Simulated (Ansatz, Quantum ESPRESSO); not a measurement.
**ZrC: the pressure in 2 programs**

The cell as given:

```cif
data_structure
_symmetry_space_group_name_H-M 'Fm-3m'
_symmetry_Int_Tables_number 225
_cell_length_a 4.7300
_cell_length_b 4.7300
_cell_length_c 4.7300
_cell_angle_alpha 90.000
_cell_angle_beta 90.000
_cell_angle_gamma 90.000
_cell_volume 105.82
loop_
_atom_site_label
_atom_site_type_symbol
_atom_site_symmetry_multiplicity
_atom_site_Wyckoff_symbol
_atom_site_fract_x
_atom_site_fract_y
_atom_site_fract_z
_atom_site_occupancy
Zr1 Zr 4 b 0.50000 0.00000 0.00000 1
C1 C 4 a 0.00000 0.00000 0.00000 1
```

Kept alike: task relaxation of cell and atoms; functional PBEsol; k mesh 10 × 10 × 10; occupations fermi-dirac, width 0.05 eV; no spin polarisation. The mesh is that of the run's cell of 2 atoms. No spin-orbit coupling.

- A: Ansatz, all-electron LAPW, scalar-relativistic
- B: Quantum ESPRESSO, GBRV 1.5 PBEsol, cutoff 707 eV

```csv
pressure (GPa),A: volume (Å³/atom),B: volume (Å³/atom)
0,12.726,12.719
5,12.470,12.462
10,12.236,12.230
20,11.827,?
30,11.475,11.466
```

Values hold for each row's relaxed cell, which stops near the pressure aimed at. The runs follow the start's structure, whether or not it is the stable one at these pressures.

Task: Estimate the value left open.

Result: In the median of the other rows B lies -0.008 Å³/atom from the other column, which points to 11.819; the run gave 11.819 Å³/atom, +0.000 from it.
